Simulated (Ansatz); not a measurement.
# Rh: the cost of one run

Computed with Ansatz 0.2.0 (DFT PBE, scalar-relativistic, plane waves, PAW, unless a step's input says otherwise).

5 further runs of the same task are left out: 2 that didn't finish, 3 set aside as unsound or not needed.

**1. The system as given**

Symmetry: P6_3/mmc, No. 194, hexagonal system. The conventional cell has a = 2.725 Å, b = 2.725 Å, c = 4.385 Å, α = 90.00°, β = 90.00°, γ = 120.00°. Rh (site symmetry -6m2) has 12 Rh at 2.70 to 2.72 Å as nearest neighbours.

Coordinates:

```xyz
2
Lattice="2.7247 0.0000 0.0000 -1.3624 2.3597 0.0000 0.0000 0.0000 4.3847" Properties=species:S:1:pos:R:3 pbc="T T T"
Rh    0.0000    0.0000    0.0000
Rh    0.0000    1.5731    2.1923
```

This is a trial structure built by rule; it need not be a known or stable form of this composition.

This cell was relaxed beforehand with the same method: volume 14.10 Å³/atom, gap on the mesh none (metal).

**2. Next: the stacking ABACABC (khkhkkk)**

Close-packed layers are stacked in the order given (one atom a layer) and fully relaxed; h and k in a name mark layers with hexagonal and cubic surroundings. Energies count from the base stacking, -6402.8514 eV an atom.

The cell holds 7 Rh: a = 2.725 Å, b = 2.725 Å, c = 15.346 Å, α = 90.00°, β = 90.00°, γ = 120.00°.

**3. Relaxing it**

Contents of input.yaml:

```yaml
crystal:
  lattice:
    - [2.7247109481, 0.0, 0.0]
    - [-1.3623554741, 2.3596688991, 0.0]
    - [0.0, 0.0, 15.3464037015]
  atoms:
    - { symbol: Rh, position: [0.0, 0.0, 0.0] }
    - { symbol: Rh, position: [0.3333333333, 0.6666666667, 0.1428571429] }
    - { symbol: Rh, position: [0.0, 0.0, 0.2857142857] }
    - { symbol: Rh, position: [0.6666666667, 0.3333333333, 0.4285714286] }
    - { symbol: Rh, position: [0.0, 0.0, 0.5714285714] }
    - { symbol: Rh, position: [0.3333333333, 0.6666666667, 0.7142857143] }
    - { symbol: Rh, position: [0.6666666667, 0.3333333333, 0.8571428571] }
basis:
  ecutwfc: 420
kpoints:
  mp_grid: { grid: [18, 18, 3] }
hamiltonian:
  xc: pbe
scf:
  occupations: { method: gaussian, width: 0.1 }
output:
  forces: true
  stress: true
  eigenvalues: true
  populations: true
relax:
  adjacent_minimum: "off"
  f_tol: 0.01
  max_steps: 45
  cell: { stress_tol: 0.05 }
```

Run with:

```
ansatz run input.yaml --threads 1 --pin off --max-ram 2560MiB --backend cpu --events-out ev --progress --plain --runs-dir out
```

**Question.** How long does this run take on 1 thread of Intel Xeon at 2.50GHz (Skylake/Cascade Lake), shared host, and how much memory does it need?

About 6.1 min, with a peak of 0.75 GiB.
